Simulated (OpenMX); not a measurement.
## TiCo in OpenMX: the effect of biaxial strain

The system is TiCo.

```
Co Ti
1.0
     2.86667    0.00000    0.00000
     0.00000    2.86667    0.00000
     0.00000    0.00000    2.98611
Co Ti
1 1
Direct
  0.50000 0.50000 0.50000
  0.00000 0.00000 0.00000
```

The cell comes from a database or a generator and needn't be the stable form of this composition.

Alike in all runs:

| Quantity | Value |
| --- | --- |
| Program | OpenMX 3.8.5 |
| Task | single point |
| Functional | PBE |
| Potentials or basis | OpenMX 2013 PBE set, Co6.0H-s3p2d2, Ti7.0-s3p2d2, grid cutoff 500 Ry |
| k mesh | 7 × 7 × 7 |
| Occupations | fermi-dirac, width 0.05 eV |
| Spin | collinear spin, ferromagnetic start |
| Starting moments | [2.0, 1.0] μB |

```csv
biaxial strain,pressure (GPa),moment (μB)
-4 %,19.0,0.82
-2 %,?,?
0 %,2.1,0.85
2 %,-4.6,0.86
4 %,-10.3,0.87
```

Question: What does the run with biaxial strain -2 % give?

Answer: Pressure 9.7 GPa; moment 0.84 μB.

Worked out: A parabola through the other rows of the pressure, of slope -4.22 GPa per % there, gives 10.0 GPa, against the run's 9.7. A straight line through the other rows of the moment, of slope 0.00629 μB per %, gives 0.83 μB, against the run's 0.84.

Caveats: the basis of atomic orbitals isn't converged, which shifts pressures, moduli and gaps.
